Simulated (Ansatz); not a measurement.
**C (Fd-3m), random displacements**

The calculation used DFT LDA, scalar-relativistic, plane waves, PAW (Ansatz). Settings: plane waves to 420 eV, k-mesh 6×6×6 (Γ-centred), Gaussian smearing 0.05 eV. No spin polarisation. Energies are free energies at this smearing, counted from the undisturbed cell; pressure is positive in compression.

Zero of the scan (as given, not relaxed at this level):

```
C
1.0
     3.56680    0.00000    0.00000
     0.00000   -3.56680    0.00000
     0.00000    0.00000   -3.56680
C
8
Direct
  0.50000 0.00000 0.00000
  0.00000 0.50000 0.00000
  0.00000 0.00000 0.50000
  0.50000 0.50000 0.50000
  0.75000 0.75000 0.75000
  0.25000 0.25000 0.75000
  0.25000 0.75000 0.25000
  0.75000 0.25000 0.25000
```

The atoms are displaced (Å, in the unstrained cell):

```csv
atom,ux,uy,uz
C1,0.190,0.230,0.270
C2,-0.009,0.111,-0.121
C3,-0.032,0.052,-0.060
C4,-0.044,-0.293,0.078
C5,0.123,0.008,-0.076
C6,0.108,0.060,-0.030
C7,-0.401,-0.116,-0.108
C8,0.065,-0.052,0.048
```

The cell is not strained.

Question: What are the energy change, the stress and the forces?

Answer: ΔE = 1455.4 meV/atom; stress (xx, yy, zz, yz, xz, xy; compression positive) (51.33, 29.99, 47.46, 23.76, 51.46, 6.35) GPa; gap on the mesh 0.19 eV.
```
atom Fx (eV/Å) Fy Fz
  C1     -13.90  -17.06  -12.76
  C2       4.41   -4.12    5.07
  C3      -3.05  -12.14   -5.29
  C4      -0.35    8.42   -1.01
  C5       4.57   10.27    8.67
  C6      -0.22   -0.82    1.37
  C7      15.66   11.12    8.54
  C8      -7.12    4.33   -4.59
```

Cost: 1 run of about 0.15 core-minutes, on Arm Neoverse V2 (shared hosts).